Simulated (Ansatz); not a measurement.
The system is Ag2O.

```xyz
6
Lattice="4.7180 0.0000 0.0000 0.0000 4.7180 0.0000 0.0000 0.0000 4.7180" Properties=species:S:1:pos:R:3 pbc="T T T"
Ag    3.5385    1.1795    3.5385
Ag    3.5385    3.5385    1.1795
Ag    1.1795    3.5385    3.5385
Ag    1.1795    1.1795    1.1795
O     2.3590    2.3590    2.3590
O     0.0000    0.0000    0.0000
```

| Quantity | Value |
| --- | --- |
| Program | Ansatz 0.2.0 |
| Task | relaxation of cell and atoms |
| Functional | RPBE |
| Potentials or basis | Ansatz PAW |
| Cutoff | 420 eV (not typed: the program's choice for these potentials) |
| k mesh | 5 × 5 × 5 |
| Occupations | fermi-dirac, width 0.05 eV |
| Spin | no spin polarisation |

At the start: volume 17.50 Å³/atom.

**Question.** How do energy, volume and symmetry change on relaxing?

**Answer.** It ends after 7 steps and the volume is 19.59 Å³/atom (+11.9 %); space group Pn-3m (No. 224, to 0.05 Å).

The path:
| step | energy change (eV) | largest force (eV/Å) | volume (Å³) |
| --- | --- | --- | --- |
| 1 | 0.0000 | 0.0000 | 105.02 |
| 2 | -0.2541 | 0.0000 | 113.51 |
| 3 | -0.2695 | 0.0000 | 116.29 |
| 4 | -0.2692 | 0.0000 | 116.87 |
| 5 | -0.2991 | 0.0000 | 116.87 |
| 6 | -0.2989 | 0.0000 | 117.52 |
| 7 | -0.3000 | 0.0000 | 117.52 |

Final structure:
```
CELL_PARAMETERS angstrom
4.89822 0.00000 0.00000
0.00000 4.89822 0.00000
0.00000 0.00000 4.89822
ATOMIC_POSITIONS crystal
Ag 0.75000 0.25000 0.75000
Ag 0.75000 0.75000 0.25000
Ag 0.25000 0.75000 0.75000
Ag 0.25000 0.25000 0.25000
O 0.50000 0.50000 0.50000
O 0.00000 0.00000 0.00000
```

Caveat: the plane-wave basis is chosen anew once the cell has moved, so the energies of steps on either side of that aren't comparable; the PAW data sets come from PBE, with cores solved anew for the run's functional, which leaves a small shift of forces and pressure.
